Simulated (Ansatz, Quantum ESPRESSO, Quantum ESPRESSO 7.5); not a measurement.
## Evanescent states of BeSe, zinc blende type, lattice constant set to 5.254 Å

Aim: how fast states decay in the gap of BeSe, zinc blende type, lattice constant set to 5.254 Å.

Method: plane-wave DFT, LDA, GBRV ultrasoft pseudopotentials (cross-check by Ansatz 0.2.0 with PAW datasets), in Quantum ESPRESSO 7.5.

The structure was built from a prototype and need not be the compound's stable phase.

## Step 1: Starting point

The structure is cubic, space group F-43m (No. 216). The conventional cell has a = 5.254 Å, b = 5.254 Å, c = 5.254 Å, α = 90.00°, β = 90.00°, γ = 90.00°. Be has 4 Se at 2.28 Å nearest. Nearest to Se lie 4 Be at 2.28 Å. Farther neighbours and most contacts between anions are not listed.

## Step 2: Ground state

pwcond needs a cell whose third axis lies along the current and stands perpendicular to the other two.

scf.in reads:

```
&control
  prefix = 'scf'
  outdir = './out'
  pseudo_dir = './pseudo'
  calculation = 'scf'
  tprnfor = .true.
/
&system
  ibrav = 0
  nat = 4
  ntyp = 2
  ecutwfc = 40
  ecutrho = 200
  occupations = 'fixed'
  nbnd = 14
/
&electrons
  conv_thr = 1e-09
  mixing_beta = 0.6
  electron_maxstep = 120
/
ATOMIC_SPECIES
  Be  9.0122  be_lda_v1.4.uspp.F.UPF
  Se  78.9710  se_lda_v1.uspp.F.UPF
CELL_PARAMETERS angstrom
  3.71513902835412 0.00000000000000 0.00000000000000
  0.00000000000000 3.71513902835412 0.00000000000000
  0.00000000000000 0.00000000000000 5.25400000000000
ATOMIC_POSITIONS crystal
  Be  0.000000000000 0.000000000000 0.000000000000
  Se  0.500000000000 0.000000000000 0.250000000000
  Be  0.500000000000 0.500000000000 0.500000000000
  Se  0.000000000000 0.500000000000 0.750000000000
K_POINTS automatic
  6 6 6 0 0 0
```

Launch:

```console
$ OMP_NUM_THREADS=1 mpirun -n 2 pw.x -nk 2 -in scf.in > scf.out
```

Output:

```text
Program PWSCF v.7.5 starts
[citation notice left out]

     Parallel version (MPI & OpenMP), running on       2 processor cores
     Number of MPI processes:                 2
     Threads/MPI process:                     1

     MPI processes distributed on     1 nodes
[...]
Current dimensions of program PWSCF are:
     Max number of different atomic species (ntypx) = 10
     Max number of k-points (npk) =  40000
     Max angular momentum in pseudopotentials (lmaxx) =  4
     Found identity + ( -0.5000 -0.5000 -0.5000) symmetry
     This is a supercell, fractional translations are disabled
     Message from routine setup:
     using ibrav=0 with symmetry is DISCOURAGED, use correct ibrav instead

     K-points division:     npool     =       2
     Subspace diagonalization in iterative solution of the eigenvalue problem:
     a serial algorithm will be used

     G-vector sticks info
     --------------------
     sticks:   dense  smooth     PW     G-vecs:    dense   smooth      PW
     Sum         777     621    193                23349    16699    2887

     Using Slab Decomposition

     bravais-lattice index     =            0
     lattice parameter (alat)  =       7.0206  a.u.
     unit-cell volume          =     489.3694 (a.u.)^3
     number of atoms/cell      =            4
     number of atomic types    =            2
     number of electrons       =        20.00
     number of Kohn-Sham states=           14
     kinetic-energy cutoff     =      40.0000  Ry
     charge density cutoff     =     200.0000  Ry
     scf convergence threshold =      1.0E-09
     mixing beta               =       0.6000
     number of iterations used =            8  plain     mixing
     Exchange-correlation= SLA  PZ   NOGX NOGC
                           (   1   1   0   0   0   0   0)

     celldm(1)=   7.020595  celldm(2)=   0.000000  celldm(3)=   0.000000
     celldm(4)=   0.000000  celldm(5)=   0.000000  celldm(6)=   0.000000

     crystal axes: (cart. coord. in units of alat)
               a(1) = (   1.000000   0.000000   0.000000 )
               a(2) = (   0.000000   1.000000   0.000000 )
               a(3) = (   0.000000   0.000000   1.414214 )

     reciprocal axes: (cart. coord. in units 2 pi/alat)
               b(1) = (  1.000000  0.000000  0.000000 )
               b(2) = (  0.000000  1.000000  0.000000 )
               b(3) = (  0.000000  0.000000  0.707107 )

     PseudoPot. # 1 for Be read from file:
     ./pseudo/be_lda_v1.4.uspp.F.UPF
     Pseudo is Ultrasoft, Zval =  4.0
     Generated by new atomic code, or converted to UPF format
     Using radial grid of  769 points,  6 beta functions with:
                l(1) =   0
                l(2) =   0
                l(3) =   0
                l(4) =   1
                l(5) =   1
                l(6) =   2
     Q(r) pseudized with 10 coefficients,  rinner =    1.000   1.000   1.000
                                                       1.000   1.000

     PseudoPot. # 2 for Se read from file:
     ./pseudo/se_lda_v1.uspp.F.UPF
     Pseudo is Ultrasoft + core correction, Zval =  6.0
     Generated by new atomic code, or converted to UPF format
     Using radial grid of  877 points,  6 beta functions with:
                l(1) =   0
                l(2) =   0
                l(3) =   1
                l(4) =   1
                l(5) =   2
                l(6) =   2
     Q(r) pseudized with  8 coefficients,  rinner =    1.300   1.300   1.300
                                                       1.300   1.300

     atomic species   valence    mass     pseudopotential
     Be                4.00     9.01220     Be( 1.00)
     Se                6.00    78.97100     Se( 1.00)

      8 Sym. Ops. (no inversion) found

   Cartesian axes

     site n.     atom                  positions (alat units)
         1        Be     tau(   1) = (   0.0000000   0.0000000   0.0000000  )
         2        Se     tau(   2) = (   0.5000000   0.0000000   0.3535534  )
         3        Be     tau(   3) = (   0.5000000   0.5000000   0.7071068  )
         4        Se     tau(   4) = (   0.0000000   0.5000000   1.0606602  )

     number of k points=    40
                       cart. coord. in units 2pi/alat
        k(    1) = (   0.0000000   0.0000000   0.0000000), wk =   0.0092593
        k(    2) = (   0.0000000   0.0000000   0.1178511), wk =   0.0185185
        k(    3) = (   0.0000000   0.0000000   0.2357023), wk =   0.0185185
        k(    4) = (   0.0000000   0.0000000  -0.3535534), wk =   0.0092593
        k(    5) = (   0.0000000   0.1666667   0.0000000), wk =   0.0370370
        k(    6) = (   0.0000000   0.1666667   0.1178511), wk =   0.0740741
        k(    7) = (   0.0000000   0.1666667   0.2357023), wk =   0.0740741
        k(    8) = (   0.0000000   0.1666667  -0.3535534), wk =   0.0370370
        k(    9) = (   0.0000000   0.3333333   0.0000000), wk =   0.0370370
        k(   10) = (   0.0000000   0.3333333   0.1178511), wk =   0.0740741
[...]
k(   40) = (  -0.5000000  -0.5000000  -0.3535534), wk =   0.0092593

     Dense  grid:    23349 G-vectors     FFT dimensions: (  32,  32,  45)

     Smooth grid:    16699 G-vectors     FFT dimensions: (  30,  30,  40)

     Estimated max dynamical RAM per process >      61.26 MB

     Estimated total dynamical RAM >     116.82 MB

     Initial potential from superposition of free atoms

     starting charge      19.9996, renormalised to      20.0000
     Starting wfcs are   18 randomized atomic wfcs

     total cpu time spent up to now is        1.3 secs

     per-process dynamical memory:    30.8 Mb

     Self-consistent Calculation

     iteration #  1     ecut=    40.00 Ry     beta= 0.60
     Davidson diagonalization with overlap
     ethr =  1.00E-02,  avg # of iterations =  2.7

     Threshold (ethr) on eigenvalues was too large:
     Diagonalizing with lowered threshold

     Davidson diagonalization with overlap
     ethr =  2.77E-04,  avg # of iterations =  2.7

     total cpu time spent up to now is        2.5 secs

     total energy              =    -142.59102965 Ry
     estimated scf accuracy    <       0.05802721 Ry

     iteration #  2     ecut=    40.00 Ry     beta= 0.60
[...]
total energy              =    -142.59314726 Ry
     estimated scf accuracy    <       0.00455645 Ry

     iteration #  3     ecut=    40.00 Ry     beta= 0.60
[...]
total energy              =    -142.59349850 Ry
     estimated scf accuracy    <       0.00011464 Ry

     iteration #  4     ecut=    40.00 Ry     beta= 0.60
[...]
c_bands:  1 eigenvalues not converged
[...]
total energy              =    -142.59355633 Ry
     estimated scf accuracy    <       0.00000788 Ry

     iteration #  5     ecut=    40.00 Ry     beta= 0.60
[...]
total energy              =    -142.59356175 Ry
     estimated scf accuracy    <       0.00000006 Ry

     iteration #  6     ecut=    40.00 Ry     beta= 0.60
[...]
total energy              =    -142.59356207 Ry
     estimated scf accuracy    <          8.6E-09 Ry

     iteration #  7     ecut=    40.00 Ry     beta= 0.60
[...]
total energy              =    -142.59356207 Ry
     estimated scf accuracy    <          1.1E-09 Ry

     iteration #  8     ecut=    40.00 Ry     beta= 0.60
[...]
End of self-consistent calculation

          k = 0.0000 0.0000 0.0000 (  2071 PWs)   bands (ev):

   -93.6522 -93.6522  -8.9666  -7.3911  -0.2618   2.0324   2.0324   4.4840
     4.4841   4.4841   7.0724   8.2006   8.6600   9.4318

          k = 0.0000 0.0000 0.1179 (  2056 PWs)   bands (ev):

   -93.6523 -93.6519  -8.8839  -7.5311  -0.0069   2.1433   2.1433   3.9125
     4.2115   4.2115   7.2378   8.6732   8.8182   9.4306

          k = 0.0000 0.0000 0.2357 (  2052 PWs)   bands (ev):

   -93.6522 -93.6520  -8.6461  -7.8774   0.6837   2.4682   2.4682   2.8004
     3.6109   3.6109   7.6610   8.6460   9.3161  10.0923

          k = 0.0000 0.0000-0.3536 (  2044 PWs)   bands (ev):

   -93.6521 -93.6520  -8.2876  -8.2876   1.6641   1.6641   2.9793   2.9793
     2.9793   2.9793   8.1772   8.1772  10.0449  10.0449

          k = 0.0000 0.1667 0.0000 (  2062 PWs)   bands (ev):

   -93.6522 -93.6521  -8.8036  -7.3862  -0.0697   1.2572   2.2184   3.1905
     3.9439   4.3927   7.7551   8.8172   9.6408   9.8308

          k = 0.0000 0.1667 0.1179 (  2071 PWs)   bands (ev):

   -93.6523 -93.6521  -8.7262  -7.5054   0.0266   1.5185   2.3225   2.5651
     4.1715   4.1716   7.9068   8.6770   9.9431   9.9432

[...]
highest occupied, lowest unoccupied level (ev):     4.4841    7.0724

!    total energy              =    -142.59356207 Ry
     estimated scf accuracy    <          5.2E-11 Ry

     The total energy is the sum of the following terms:
     one-electron contribution =     -34.44588029 Ry
     hartree contribution      =      15.81037628 Ry
     xc contribution           =     -68.17876044 Ry
     ewald contribution        =     -55.77929762 Ry

     convergence has been achieved in   8 iterations

     Forces acting on atoms (cartesian axes, Ry/au):

     atom    1 type  1   force =     0.00000000    0.00000000    0.00000000
     atom    2 type  2   force =     0.00000000    0.00000000   -0.00000056
     atom    3 type  1   force =     0.00000000    0.00000000    0.00000000
     atom    4 type  2   force =     0.00000000    0.00000000    0.00000056

     Total force =     0.000001     Total SCF correction =     0.000002
     SCF correction compared to forces is large: reduce conv_thr to get better values

[...]
=------------------------------------------------------------------------------=
   JOB DONE.
=------------------------------------------------------------------------------=
```

Elapsed: 9.7 s, on 2 MPI ranks of Intel Xeon Platinum 8488C (Sapphire Rapids), shared host; peak memory 0.21 GiB.

Read from the output:

- free energy: -1940.0842 eV
- valence top, on the run's zero: 4.484 eV
- conduction bottom, on the run's zero: 7.072 eV
- gap by band count: 2.588 eV

The program's own clock; routines nest. Time by routine:

| routine | wall time (s) | calls |
| --- | --- | --- |
| PWSCF | 8.93 | 1 |
| electrons | 7.46 | 1 |
| c_bands | 6.08 | 9 |
| cegterg | 4.93 | 180 |
| h_psi | 3.83 | 1030 |
| vloc_psi | 3 | 1030 |
| fftw | 2.95 | 19320 |
| init_run | 1.18 | 1 |
| sum_band | 1.08 | 9 |
| calbec | 0.58 | 1290 |
| h_psi:calbec | 0.43 | 1030 |
| wfcinit | 0.38 | 1 |
| potinit | 0.36 | 1 |
| hinit0 | 0.36 | 1 |

The run needed 8 iterations to bring the estimated error under 1e-09 Ry.

(Part 1 of 4 ends here.)

[Logs are printed without paths, hosts, clocks, repeated set-up lines and the standing remarks that a program may print on its own settings, such as how far it seeks lower states.]

[Hosts, paths, dates, database ids (printed as entryN), source tags and the programs' standing remarks are cut or masked in the printed files.]

[Maps of the electrostatic potential energy from Ansatz leave out the sawtooth potential of an applied field or a dipole correction, so their vacuum need not be flat; planar profiles and work functions include it.]
